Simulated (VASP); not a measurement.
Set up this calculation in VASP 6.6.1, as the native input.

| Quantity | Value |
| --- | --- |
| Task | single point |
| Functional | RPBE |
| Potentials or basis | VASP PAW PBE potentials, release 64 (Pt) |
| Cutoff | 520 eV |
| k mesh | 19 × 19 × 19 |
| Occupations | fermi-dirac, width 0.1 eV |
| Spin | no spin polarisation |
| Dipole correction | no |
| Further INCAR settings | ALGO = Fast; EDIFF = 1e-07; NBANDS = 11 |

The structure of Pt lies in POSCAR:

```
Pt
1.0
    2.6429346958      0.0000000000      0.0000000000
    0.0000000000      2.6429346958      0.0000000000
    0.0000000000      0.0000000000      2.6429346958
Pt
1
Direct
    0.0000000000      0.0000000000      0.0000000000
```

This isn't the form of Pt at room conditions, which is fcc.

The input as run:

INCAR

```
PREC = Accurate
ENCUT = 520
EDIFF = 1E-7
ISMEAR = -1
SIGMA = 0.1
LREAL = F
LASPH = T
NELM = 60
ALGO = Fast
ISIF = 2
LWAVE = F
LCHARG = T
GGA = RP
LELF = T
LVHAR = T
NBANDS = 11
```

KPOINTS

```
Automatic mesh
0
Gamma
  19 19 19
```

Potentials or basis: VASP PAW PBE potentials, release 64 (Pt).

Run with:

```bash
$ cat potpaw_PBE.64/Pt/POTCAR > POTCAR
$ mpirun -np 1 vasp_std > vasp.out
```

Results of the run:

The pressure is -0.4 GPa and the band gap on the k mesh is none (metal or under the smearing width).

Caveat: the PAW data sets were made with another functional, which shifts forces and pressure a little.

Run time: 21 s on 1 thread of Intel(R) Xeon(R) Platinum 8559C (Emerald Rapids), on a shared host, peak memory 0.16 GiB.
